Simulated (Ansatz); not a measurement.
# SiC: the cost of one run

Computed with Ansatz 0.2.0 (DFT PBE, scalar-relativistic, plane waves, PAW, unless a step's input says otherwise).

The COD entry's cell or inner coordinates are ideal or old and differ from later refinements, so a difference from it is no clean test against experiment.

16 further runs of the same task are left out: 16 set aside as unsound or not needed.

## (1) Starting point

The structure is cubic, space group F-43m (No. 216). The conventional cell has a = 4.380 Å, b = 4.380 Å, c = 4.380 Å, α = 90.00°, β = 90.00°, γ = 90.00°. Si (site symmetry -43m) has 4 C at 1.90 Å as nearest neighbours. Around C (site symmetry -43m) lie 4 Si at 1.90 Å.

Coordinates:

```cif
data_structure
_symmetry_space_group_name_H-M 'P 1'
_symmetry_Int_Tables_number 1
_cell_length_a 3.0969
_cell_length_b 3.0969
_cell_length_c 3.0969
_cell_angle_alpha 60.000
_cell_angle_beta 60.000
_cell_angle_gamma 60.000
_cell_volume 21.00
loop_
_atom_site_label
_atom_site_type_symbol
_atom_site_fract_x
_atom_site_fract_y
_atom_site_fract_z
_atom_site_occupancy
Si1 Si 0.00000 0.00000 0.00000 1
C1 C 0.75000 0.75000 0.75000 1
```

It is the result of an earlier relaxation at this level (volume 10.50 Å³/atom; gap on the mesh: 1.37 eV).

## (2) What is varied

The energy is mapped over volume and the cell's shape.

The axes are (1) volume per atom: 7 values from 9.24 to 11.76 Å³; (2) length along [111] over the lengths across it, relative to the cubic cell: 7 values from 0.923 to 1.083.

Nothing else is relaxed (fractional coordinates fixed). Energies count from the relaxed crystal. Points are written as (first, second).

## (3) The run at (10.08 Å³, 0.923)

Contents of input.yaml:

```yaml
crystal:
  lattice:
    - [0.0, 2.2187104961, 2.2187104961]
    - [2.2187104961, 0.0, 2.2187104961]
    - [2.1048166907, 2.1048166907, 0.1138938055]
  atoms:
    - { symbol: Si, position: [0.0, 0.0, 0.0] }
    - { symbol: C, position: [0.75, 0.75, 0.75] }
basis:
  ecutwfc: 520.0
kpoints:
  mp_grid: { grid: [12, 12, 12] }
hamiltonian:
  xc: pbe
  pseudopotentials: { kind: paw, azcp: { folder: soft_1 } }
scf:
  occupations: { method: gaussian, width: 0.05 }
output:
  forces: true
  stress: true
  eigenvalues: true
```

On the command line:

```bash
$ ansatz run input.yaml --threads 1 --pin off --max-ram 2048MiB --backend cpu --events-out ev --progress --plain --runs-dir out
```

**Question.** How long does this run take on 1 thread of Arm Neoverse N1, shared host, and how much memory does it need?

About 8.4 s, with a peak of 0.32 GiB.
